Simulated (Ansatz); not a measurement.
# Si: energy over two strains

Aim: map the energy of Si (P6_3/mmc, No. 194; 4 atoms in the cell) over two coordinates, and find its wells, ridges and stiffness.

Computed with Ansatz 0.2.0 (DFT LDA, scalar-relativistic, plane waves, PAW, unless a step's input says otherwise).

### Step 1. The system as given

Symmetry: P6_3/mmc, No. 194, hexagonal system. The conventional cell has a = 3.831 Å, b = 3.831 Å, c = 6.333 Å, α = 90.00°, β = 90.00°, γ = 120.00°. Si (site symmetry 3m) has 4 Si at 2.35 to 2.37 Å in its first shell of neighbours.

As a file:

```
Si
1.0
     3.83132    0.00000    0.00000
    -1.91566    3.31802    0.00000
     0.00000    0.00000    6.33262
Si
4
Direct
  0.33333 0.66667 0.06301
  0.66667 0.33333 0.56301
  0.33333 0.66667 0.43699
  0.66667 0.33333 0.93699
```

The structure comes from the Materials Project (structure only).

### Step 2. Quick check of gap, pressure and forces

The input, input.yaml:

```yaml
crystal:
  lattice:
    - [3.8313174605, 0.0, 0.0]
    - [-1.9156587303, 3.3180182508, 0.0]
    - [0.0, 0.0, 6.3326220002]
  atoms:
    - { symbol: Si, position: [0.33333333, 0.66666667, 0.0630095] }
    - { symbol: Si, position: [0.66666667, 0.33333333, 0.5630095] }
    - { symbol: Si, position: [0.33333333, 0.66666667, 0.4369905] }
    - { symbol: Si, position: [0.66666667, 0.33333333, 0.9369905] }
basis:
  ecutwfc: 420
kpoints:
  mp_grid: { grid: [6, 6, 4] }
hamiltonian:
  xc: lda
  pseudopotentials: { kind: paw, azcp: { folder: soft_1 } }
scf:
  occupations: { method: gaussian, width: 0.1 }
output:
  forces: true
  stress: true
  eigenvalues: true
```

Run with:

```console
$ ansatz run input.yaml --threads 2 --pin off --max-ram 4096MiB --backend cpu --events-out ev --progress --plain --runs-dir out
```

Standard output, cut to the lines that bear on the results:

```text
[...]
SCF converged after 6 iterations
Free energy (F): -2434.522802 eV
[...]
E sigma→0 (E₀):  -2434.522719 eV
Entropy (-TS):   -0.000168 eV (-0.042 meV/atom)
Fermi energy:    6.393771 eV
[...]
--- Forces (eV/Å), atoms counted from 1 ---
  atom   1  Si     0.00000000     0.00000000    -0.02263647
  atom   2  Si     0.00000000    -0.00000000    -0.02263647
  atom   3  Si     0.00000000     0.00000000     0.02263647
  atom   4  Si    -0.00000000    -0.00000000     0.02263647
[...]
--- Stress (GPa, compression-positive) ---
       -1.957655       0.000000       0.000000
        0.000000      -1.957655       0.000000
        0.000000       0.000000      -2.103548
  P = ⅓ Tr σ = -2.0063 GPa (-20.063 kbar)
--- Band table (eV; the first three rows and the last of 21) ---
  k-point 0: bands = ["-5.9558", "-3.6678", "-0.9982", "4.7287", "4.7287", "5.8925", "6.2434", "6.2434", "7.1605", "8.2060", "8.2060", "8.5188"]
[...]
```

Wall time 1.5 s (2 threads of Arm Neoverse N1, shared host); peak memory 0.28 GiB.

The probe gives pressure -2.0 GPa, largest force 0.02 eV/Å, gap on this mesh 0.31 eV. The gap decides the next run's mesh: 12×12×6 points and a smearing of 0.02 eV.

### Step 3. Relaxing cell and atoms

input.yaml: that of step 2 with these lines changed.

```diff
@@ -13,3 +13,3 @@
 kpoints:
-  mp_grid: { grid: [6, 6, 4] }
+  mp_grid: { grid: [12, 12, 6] }
 hamiltonian:
@@ -18,3 +18,3 @@
 scf:
-  occupations: { method: gaussian, width: 0.1 }
+  occupations: { method: gaussian, width: 0.02 }
 output:
@@ -23 +23,10 @@
   eigenvalues: true
+  write_density: true
+  write_potential: true
+  elf: true
+  volumetric_format: npy
+relax:
+  adjacent_minimum: "off"
+  f_tol: 0.005
+  max_steps: 80
+  cell: { stress_tol: 0.05 }
```

Run with:

```console
$ ansatz run input.yaml --threads 2 --pin off --max-ram 4096MiB --backend cpu --events-out ev --progress --plain --runs-dir out
```

Standard output, cut to the lines that bear on the results:

```text
Warning: <dir> the record states the generating functional pbe (its physics header spells it `PBE`), which answers neither for hamiltonian.xc's functional nor for the lda family's — results may be inconsistent (PPs are generated against a specific XC)
Warning: RAYON_NUM_THREADS=2 ignored (pool sized by the plan → 2); use --threads N
[...]
Pseudopotentials: kind: paw
Pseudopotential: Si, paw, valence charge 4, recommended cutoff 420 eV (normal), <dir>
Functional definition: SPW92
[...]
Crystal: 4 atoms, lattice volume = 80.503 Å³
Basis set: ecut = 420 eV, 1581 PW (Γ)
Bands: 12, of which v1, the nominal top of the filled ones, is band 8 counted from 1 (7 counted from 0)
Symmetry: 24 space group operations
Space group: P63/mmc (ITA 194), of the structure as read, at distance tolerance 4.3e-5 Å
k-points: 76 of 864
[...]
SCF iter   1: F=—  HF=-2435.062214 eV  |F-HF|=—  |Δ(HF+E_count)|=         —  Δρ=4.57e-2  dr2=1.61e0  ethr=3.10e-3  ⟨swp⟩=7.5  Hψ=7405  notcnv=0
[...]
--- Stress (GPa, compression-positive) ---
        0.012871      -0.000000       0.000000
        0.000000       0.012871       0.000000
        0.000000       0.000000       0.028752
  P = ⅓ Tr σ = 0.0182 GPa (0.182 kbar)
--- Band table (eV; the first three rows and the last of 76) ---
  k-point 0: bands = ["-5.8779", "-3.5387", "-0.8728", "4.9413", "4.9413", "6.1193", "6.4861", "6.4861", "7.4756", "8.4409", "8.4409", "8.7861"]
[...]
--- Relaxed structure (3 steps of the walk, 3 accepted, 1 SCFs on fresh bases) ---
  F+E_penalty+E_count = -2434.56225119 eV   max|allowed force component| = 6.317e-4 eV/Å   (the final SCF, on the basis selected at the relaxed cell)
  cell:  # Å, volume = 78.7124 Å³
    - [3.8016851184853313, 2.8644110153532023e-11, 0.0]
    - [-1.9008425592674723, 3.2923558897832286, 0.0]
    - [0.0, 0.0, 6.288693833094647]
  atoms:
    - { symbol: Si, position: [0.3333333333333333, 0.6666666666666666, 0.06303604602559071] }
    - { symbol: Si, position: [0.6666666666666666, 0.33333333333333326, 0.5630360460255908] }
    - { symbol: Si, position: [0.3333333333333333, 0.6666666666666666, 0.4369639539744093] }
    - { symbol: Si, position: [0.6666666666666666, 0.33333333333333326, 0.9369639539744091] }
```

It took 19 s on 2 threads of Arm Neoverse N1, shared host; peak memory 0.36 GiB.

The steps of the relaxation:

```csv
step,E - E(step 1) (eV/cell),largest force component (eV/Å),pressure (GPa),volume (Å³)
1,0.0000,0.0129,-2.06,80.50
2,-0.0111,0.0078,-0.47,79.12
3,-0.0117,0.0006,0.02,78.71
4,-0.0116,0.0006,0.02,78.71
```

Step 1 is the start. Step 4 repeats the geometry before it on a plane-wave basis chosen anew for that cell, so its energy need not be comparable with the rows above.

|  | before | after | change |
| --- | --- | --- | --- |
| a (Å) | 3.831 | 3.802 | -0.8 % |
| b (Å) | 3.831 | 3.802 | -0.8 % |
| c (Å) | 6.333 | 6.289 | -0.7 % |
| volume (Å³/atom) | 20.13 | 19.68 | -2.2 % |
| shortest distance (Å) | 2.352 | 2.334 | -0.8 % |
| space group (0.01 Å) | P6_3/mmc | P6_3/mmc | same |

Forces and stress were held to the start's 24 operations: a distortion of lower symmetry was not tested.

Density in a lattice plane of the grid's cell (edges 3.80 and 6.29 Å, at 0.333 of the third edge), which holds Si.

Ten even steps from ' ' (0.04 e/Å³) to '@' (0.54 e/Å³):
```
==--::----++##**==::::++##**
--::....::--++**==::--==**++
::..    ..::==**********++--
..        ..--++%%@@@@##==::
          ..::++%%@@@@##==::
..        ..--++%%@@@@##==::
::..    ..::==**********++--
--::....::--++**==::--==**++
==--::----++##**==::::++##**
++==--====**##%%++--==**%%##
====----==++******++++****++
----------------------------
::::::::::::................
............                
  ........                  
............                
::::::::::::................
----------------------------
====----==++******++++****++
++==--====**##%%++--==**%%##
```
Columns run along the first of these edges and rows up along the second, over one cell in 14 and 20 even steps from the bottom left corner. Atoms in the plane (fractional): Si at (0.67, 0.56), Si at (0.67, 0.94).

ELF in the same plane.

Ten even steps from ' ' (0.04) to '@' (0.95):
```
%%**++++##%%%%**====--==##%%
**==----++****++--------++##
==::....--==++************++
::..    ..--++%%@@@@@@%%##++
::        --**%%@@@@@@@@##++
::..    ..--++%%@@@@@@%%##++
==::....--==++************++
**==----++****++--------++##
%%**++++##%%%%**====--==##%%
%%##****##%%%%##==::--++%%%%
%%**++++##%%%%##++====**%%%%
**++====++******++====++****
============----::::::------
::--==----::....        ....
::--==----..              ..
::--==----::....        ....
============----::::::------
**++====++******++====++****
%%**++++##%%%%##++====**%%%%
%%##****##%%%%##==::--++%%%%
```
Columns run along the first of these edges and rows up along the second, over one cell in 14 and 20 even steps from the bottom left corner. Atoms in the plane (fractional): Si at (0.67, 0.56), Si at (0.67, 0.94).

Both are smooth fields of the valence electrons: close to the nuclei they are not physical.

The highest ELF values outside the cores: 0.95 on the Si–Si line, 1.2 Å from Si.

### Step 4. Reference run

The input, input.yaml:

```yaml
crystal:
  lattice:
    - [3.8016851185, 0.0, 0.0]
    - [-1.9008425593, 3.2923558898, 0.0]
    - [0.0, 0.0, 6.2886938331]
  atoms:
    - { symbol: Si, position: [0.3333333333, 0.6666666667, 0.063036046] }
    - { symbol: Si, position: [0.6666666667, 0.3333333333, 0.563036046] }
    - { symbol: Si, position: [0.3333333333, 0.6666666667, 0.436963954] }
    - { symbol: Si, position: [0.6666666667, 0.3333333333, 0.936963954] }
basis:
  ecutwfc: 420
kpoints:
  mp_grid: { grid: [12, 12, 6] }
hamiltonian:
  xc: lda
  pseudopotentials: { kind: paw, azcp: { folder: soft_1 } }
scf:
  occupations: { method: gaussian, width: 0.03 }
output:
  forces: true
  stress: true
  eigenvalues: true
```

Run with:

```console
$ ansatz run input.yaml --threads 2 --pin off --max-ram 4096MiB --backend cpu --events-out ev --progress --plain --runs-dir out
```

Standard output, cut to the lines that bear on the results:

```text
Warning: <dir> the record states the generating functional pbe (its physics header spells it `PBE`), which answers neither for hamiltonian.xc's functional nor for the lda family's — results may be inconsistent (PPs are generated against a specific XC)
Warning: RAYON_NUM_THREADS=2 ignored (pool sized by the plan → 2); use --threads N
[...]
[... 3 set-up lines as earlier in the session ...]
[...]
Crystal: 4 atoms, lattice volume = 78.712 Å³
Basis set: ecut = 420 eV, 1521 PW (Γ)
Bands: 12, of which v1, the nominal top of the filled ones, is band 8 counted from 1 (7 counted from 0)
[... 2 set-up lines as earlier in the session ...]
k-points: 76 of 864
[...]
SCF iter   1: F=—  HF=-2435.103666 eV  |F-HF|=—  |Δ(HF+E_count)|=         —  Δρ=4.71e-2  dr2=1.67e0  ethr=3.10e-3  ⟨swp⟩=7.5  Hψ=7408  notcnv=0
[...]
SCF iter   6: F=-2434.562251 eV  HF=-2434.562251 eV  |F-HF|=1.03e-9  |Δ(HF+E_count)|=  8.22e-10  Δρ=2.75e-6  dr2=4.52e-9  ethr=6.25e-10  ⟨swp⟩=4.6  Hψ=3106  notcnv=0
[...]
SCF converged after 6 iterations
Free energy (F): -2434.562251 eV
[...]
E sigma→0 (E₀):  -2434.562251 eV
Fermi energy:    6.621799 eV
[...]
--- Forces (eV/Å), atoms counted from 1 ---
  atom   1  Si     0.00000000    -0.00000000     0.00063964
  atom   2  Si     0.00000000     0.00000000     0.00063964
  atom   3  Si    -0.00000000    -0.00000000    -0.00063964
  atom   4  Si     0.00000000     0.00000000    -0.00063964
[...]
--- Stress (GPa, compression-positive) ---
        0.013062       0.000000       0.000000
        0.000000       0.013062       0.000000
        0.000000       0.000000       0.028612
  P = ⅓ Tr σ = 0.0182 GPa (0.182 kbar)
--- Band table (eV; the first three rows and the last of 76) ---
  k-point 0: bands = ["-5.8778", "-3.5387", "-0.8729", "4.9413", "4.9413", "6.1193", "6.4862", "6.4862", "7.4756", "8.4409", "8.4409", "8.7861"]
[...]
```

Run time: 4.4 s. Hardware: 2 threads of Arm Neoverse N1, shared host; peak memory 0.33 GiB.

### Step 5. The grid

The energy is mapped over two homogeneous strains (x along [1 0 0], y along [1 2 0], z along [0 0 1] of the conventional cell).

- engineering shear strain xy: 7 values from −8.0 to 8.0 %
- strain +e along x and -e along y: 7 values from −7.00 to 7.00 %

Nothing else is relaxed (fractional coordinates fixed). Energies count from the relaxed crystal. Points are written as (first, second).

Of the runs on the grid, 7 are shown in the steps below; the others differ only in the two coordinates.

### Step 6. Grid point (−5.3 %, 7.00 %)

input.yaml: that of step 4 with these lines changed.

```diff
@@ -2,4 +2,4 @@
   lattice:
-    - [3.8016851185, 0.0, 0.0]
-    - [-1.9008425593, 3.2923558898, 0.0]
+    - [4.0678030768, -0.1013149084, 0.0]
+    - [-2.1216428229, 3.1125484317, 0.0]
     - [0.0, 0.0, 6.2886938331]
```

Run with:

```console
$ ansatz run input.yaml --threads 2 --pin off --max-ram 4096MiB --backend cpu --events-out ev --progress --plain --runs-dir out
```

Standard output, cut to the lines that bear on the results:

```text
Warning: <dir> the record states the generating functional pbe (its physics header spells it `PBE`), which answers neither for hamiltonian.xc's functional nor for the lda family's — results may be inconsistent (PPs are generated against a specific XC)
Warning: RAYON_NUM_THREADS=2 ignored (pool sized by the plan → 2); use --threads N
[...]
[... 3 set-up lines as earlier in the session ...]
[...]
Crystal: 4 atoms, lattice volume = 78.271 Å³
Basis set: ecut = 420 eV, 1523 PW (Γ)
Bands: 12, of which v1, the nominal top of the filled ones, is band 8 counted from 1 (7 counted from 0)
Symmetry: 4 space group operations
Space group: P21/m (ITA 11), of the structure as read, at distance tolerance 4.3e-5 Å
k-points: 296 of 864
[...]
SCF iter   1: F=—  HF=-2434.691157 eV  |F-HF|=—  |Δ(HF+E_count)|=         —  Δρ=4.88e-2  dr2=1.87e0  ethr=3.10e-3  ⟨swp⟩=7.8  Hψ=29756  notcnv=0
[...]
SCF iter   6: F=-2434.067899 eV  HF=-2434.067898 eV  |F-HF|=2.31e-8  |Δ(HF+E_count)|=   9.40e-8  Δρ=1.22e-5  dr2=5.14e-8  ethr=6.25e-10  ⟨swp⟩=7.1  Hψ=20745  notcnv=0
[...]
SCF converged after 6 iterations
Free energy (F): -2434.067899 eV
[...]
E sigma→0 (E₀):  -2434.067846 eV
Entropy (-TS):   -0.000105 eV (-0.026 meV/atom)
Fermi energy:    6.363093 eV
[...]
--- Forces (eV/Å), atoms counted from 1 ---
  atom   1  Si     0.29669897    -1.51923526     0.23548446
  atom   2  Si    -0.29669897     1.51923526     0.23548446
  atom   3  Si     0.29669897    -1.51923526    -0.23548446
  atom   4  Si    -0.29669897     1.51923526    -0.23548446
[...]
--- Stress (GPa, compression-positive) ---
      -10.035743       4.250420       0.000000
        4.250421      15.307939       0.000000
        0.000000       0.000000       0.160656
  P = ⅓ Tr σ = 1.8110 GPa (18.110 kbar)
--- Band table (eV; the first three rows and the last of 296) ---
  k-point 0: bands = ["-5.8923", "-3.5684", "-0.8728", "4.6922", "5.2771", "6.1965", "6.3421", "6.8082", "6.8260", "8.1210", "8.7469", "9.0695"]
[...]
```

Run time: 14 s. Hardware: 2 threads of Arm Neoverse N1, shared host; peak memory 0.48 GiB.

That is 124 meV/atom from the zero.

### Step 7. Grid point (−5.3 %, −7.00 %)

input.yaml: that of step 6 with these lines changed.

```diff
@@ -2,4 +2,4 @@
   lattice:
-    - [4.0678030768, -0.1013149084, 0.0]
-    - [-2.1216428229, 3.1125484317, 0.0]
+    - [3.5355671602, -0.1013149084, 0.0]
+    - [-1.8555248646, 3.5734782563, 0.0]
     - [0.0, 0.0, 6.2886938331]
@@ -23 +23,5 @@
   eigenvalues: true
+  write_density: true
+  write_potential: true
+  elf: true
+  volumetric_format: npy
```

Run with:

```console
$ ansatz run input.yaml --threads 2 --pin off --max-ram 4096MiB --backend cpu --events-out ev --progress --plain --runs-dir out
```

Standard output, cut to the lines that bear on the results:

```text
Warning: <dir> the record states the generating functional pbe (its physics header spells it `PBE`), which answers neither for hamiltonian.xc's functional nor for the lda family's — results may be inconsistent (PPs are generated against a specific XC)
Warning: RAYON_NUM_THREADS=2 ignored (pool sized by the plan → 2); use --threads N
[...]
[... 3 set-up lines as earlier in the session ...]
[...]
Crystal: 4 atoms, lattice volume = 78.271 Å³
Basis set: ecut = 420 eV, 1527 PW (Γ)
Bands: 12, of which v1, the nominal top of the filled ones, is band 8 counted from 1 (7 counted from 0)
[... 2 set-up lines as earlier in the session ...]
k-points: 296 of 864
[...]
SCF iter   1: F=—  HF=-2434.705520 eV  |F-HF|=—  |Δ(HF+E_count)|=         —  Δρ=4.87e-2  dr2=1.88e0  ethr=3.10e-3  ⟨swp⟩=7.8  Hψ=29752  notcnv=0
[...]
SCF iter   7: F=-2434.080133 eV  HF=-2434.080133 eV  |F-HF|=1.74e-10  |Δ(HF+E_count)|=   3.97e-9  Δρ=9.71e-7  dr2=5.32e-10  ethr=2.46e-10  ⟨swp⟩=6.1  Hψ=21687  notcnv=0
[...]
SCF converged after 7 iterations
Free energy (F): -2434.080133 eV
[...]
E sigma→0 (E₀):  -2434.080071 eV
Entropy (-TS):   -0.000122 eV (-0.031 meV/atom)
Fermi energy:    6.484650 eV
[...]
--- Forces (eV/Å), atoms counted from 1 ---
  atom   1  Si     0.69265883     1.04723568     0.20130593
  atom   2  Si    -0.69265883    -1.04723568     0.20130593
  atom   3  Si     0.69265883     1.04723568    -0.20130593
  atom   4  Si    -0.69265883    -1.04723568    -0.20130593
[...]
--- Stress (GPa, compression-positive) ---
       14.340996       4.918322       0.000000
        4.918322      -9.289726       0.000000
        0.000000       0.000000       0.036268
  P = ⅓ Tr σ = 1.6958 GPa (16.958 kbar)
--- Band table (eV; the first three rows and the last of 296) ---
  k-point 0: bands = ["-5.8930", "-3.5687", "-0.8768", "4.5548", "5.4573", "6.1707", "6.2311", "6.5872", "6.9586", "8.5805", "8.6695", "8.8561"]
[...]
```

Wall time 21 s (2 threads of Arm Neoverse N1, shared host); peak memory 0.49 GiB.

Density in a lattice plane of the grid's cell (edges 3.54 and 6.29 Å, at 0.333 of the third edge), which holds Si.

Ten even steps from '0' (0.05 e/Å³) to '9' (0.55 e/Å³):
```
53334576322477
32122465323465
21011346666654
10000236899753
10000135899742
10000236899753
21011346666654
32122465323465
53334576322477
64334677534687
54334566555666
32222333333443
11111111111111
11110000000000
00100000000000
11110000000000
11111111111111
32222333333443
54334566555666
64334677534687
```
Columns run along the first of these edges and rows up along the second, over one cell in 14 and 20 even steps from the bottom left corner. Atoms in the plane (fractional): Si at (0.67, 0.56), Si at (0.67, 0.94).

ELF in the same plane.

Values, 12 rows by 6 columns:
```
0.68 0.36 0.70 0.50 0.45 0.48
0.39 0.12 0.41 0.70 0.77 0.68
0.29 0.05 0.30 0.85 0.95 0.85
0.39 0.12 0.41 0.70 0.77 0.68
0.68 0.36 0.70 0.50 0.45 0.48
0.81 0.51 0.82 0.73 0.29 0.73
0.66 0.43 0.68 0.69 0.46 0.70
0.33 0.31 0.31 0.26 0.21 0.28
0.20 0.30 0.17 0.06 0.04 0.07
0.33 0.31 0.31 0.26 0.21 0.28
0.66 0.43 0.68 0.69 0.46 0.70
0.81 0.51 0.82 0.73 0.29 0.73
```
Columns run along the first of these edges and rows up along the second, over one cell in 6 and 12 even steps from the bottom left corner. Atoms in the plane (fractional): Si at (0.67, 0.56), Si at (0.67, 0.94).

Both are smooth fields of the valence electrons: close to the nuclei they are not physical.

Maxima of ELF outside the ion cores: 0.95 on the Si–Si line, 1.1 Å from Si.

Energy on the map's scale: 121 meV/atom.

### Step 8. The run at (−5.3 %, −2.33 %)

input.yaml: that of step 7 with these lines changed.

```diff
@@ -2,4 +2,4 @@
   lattice:
-    - [3.5355671602, -0.1013149084, 0.0]
-    - [-1.8555248646, 3.5734782563, 0.0]
+    - [3.7131058552, -0.1013149084, 0.0]
+    - [-1.9442942121, 3.4197252362, 0.0]
     - [0.0, 0.0, 6.2886938331]
@@ -23,5 +23 @@
   eigenvalues: true
-  write_density: true
-  write_potential: true
-  elf: true
-  volumetric_format: npy
```

Run with:

```console
$ ansatz run input.yaml --threads 2 --pin off --max-ram 4096MiB --backend cpu --events-out ev --progress --plain --runs-dir out
```

Standard output, cut to the lines that bear on the results:

```text
[...]
SCF converged after 6 iterations
Free energy (F): -2434.451193 eV
[...]
E sigma→0 (E₀):  -2434.451122 eV
Entropy (-TS):   -0.000143 eV (-0.036 meV/atom)
Fermi energy:    6.442955 eV
[...]
--- Forces (eV/Å), atoms counted from 1 ---
  atom   1  Si     0.53018349     0.41725572     0.05206128
  atom   2  Si    -0.53018349    -0.41725572     0.05206128
  atom   3  Si     0.53018349     0.41725572    -0.05206128
  atom   4  Si    -0.53018349    -0.41725572    -0.05206128
[...]
--- Stress (GPa, compression-positive) ---
        4.722078       4.824875       0.000000
        4.824875      -3.517876       0.000000
        0.000000       0.000000       0.016097
  P = ⅓ Tr σ = 0.4068 GPa (4.068 kbar)
--- Band table (eV; the first three rows and the last of 296) ---
  k-point 0: bands = ["-5.8813", "-3.5457", "-0.8731", "4.8229", "5.0773", "6.1365", "6.4037", "6.6112", "7.2840", "8.1312", "8.7795", "9.0393"]
[...]
```

It took 14 s on 2 threads of Arm Neoverse N1, shared host; peak memory 0.48 GiB.

That is 28 meV/atom from the zero.

### Step 9. Point (−5.3 %, 2.33 %)

input.yaml: that of step 8 with these lines changed.

```diff
@@ -2,4 +2,4 @@
   lattice:
-    - [3.7131058552, -0.1013149084, 0.0]
-    - [-1.9442942121, 3.4197252362, 0.0]
+    - [3.8902643818, -0.1013149084, 0.0]
+    - [-2.0328734754, 3.2663014518, 0.0]
     - [0.0, 0.0, 6.2886938331]
```

Run with:

```console
$ ansatz run input.yaml --threads 2 --pin off --max-ram 4096MiB --backend cpu --events-out ev --progress --plain --runs-dir out
```

Standard output, cut to the lines that bear on the results:

```text
[...]
SCF converged after 6 iterations
Free energy (F): -2434.453093 eV
[...]
E sigma→0 (E₀):  -2434.453049 eV
Entropy (-TS):   -0.000088 eV (-0.022 meV/atom)
Fermi energy:    6.556988 eV
[...]
--- Forces (eV/Å), atoms counted from 1 ---
  atom   1  Si     0.38132089    -0.38802219     0.04284566
  atom   2  Si    -0.38132089     0.38802219     0.04284566
  atom   3  Si     0.38132089    -0.38802219    -0.04284566
  atom   4  Si    -0.38132089     0.38802219    -0.04284566
[...]
--- Stress (GPa, compression-positive) ---
       -3.522685       4.652934       0.000000
        4.652934       4.701585       0.000000
        0.000000       0.000000       0.039093
  P = ⅓ Tr σ = 0.4060 GPa (4.060 kbar)
--- Band table (eV; the first three rows and the last of 296) ---
  k-point 0: bands = ["-5.8804", "-3.5445", "-0.8731", "4.7559", "5.1562", "6.1315", "6.3523", "6.6697", "7.1681", "8.4145", "8.7787", "8.8805"]
[...]
```

Run time: 14 s. Hardware: 2 threads of Arm Neoverse N1, shared host; peak memory 0.48 GiB.

That is 27 meV/atom from the zero.

[end of part 1 of 2]
